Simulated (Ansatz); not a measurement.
Theory: DFT PBE, scalar-relativistic, plane waves, PAW in Ansatz 0.2.0. All cells share a 420 eV cutoff and Γ-centred k meshes spaced at most about 0.3 Å⁻¹ (2π included). No spin polarisation in the final relaxations.

All energies are static (0 K, no zero-point motion). All come from trial cells, and lower structures may exist.

**Question.** Order these relaxed structures of PbS by energy, lowest first, with the energy over the lowest of them.
A. Space group I4mm (No. 107), tetragonal, a = 4.249 Å, c = 6.011 Å. Around Pb lie 6 S at 2.99–3.02 Å; S has 6 Pb at 2.99–3.02 Å.
B. Space group P6_3/mmc (No. 194), hexagonal, a = 5.031 Å, c = 6.021 Å. Pb is surrounded by 5 S at 2.90–3.01 Å; S has 5 Pb at 2.90–3.01 Å.

**Answer.** A (0 meV/atom), B (75 meV/atom). Forms: A I4mm; B P6_3/mmc. Counting S atoms around Pb (those within 1.25 times the shortest such distance or 1.15 times the sum of covalent radii; the shortest distance is added where it is long for a bond): A has Pb 6 from 3.0 Å; B has Pb 5.

These runs have no spin–orbit coupling, which can matter for Pb. Cells relaxed within their symmetry can be saddle points. The I4mm cell of PbS came from shaking the P6_3/mmc one. The part of the Crystallography Open Database at hand lists PbS in space groups No. 12, 225; no cell shown has one of them. Some types were kept out of the candidates beforehand, so the set may lack a known form.
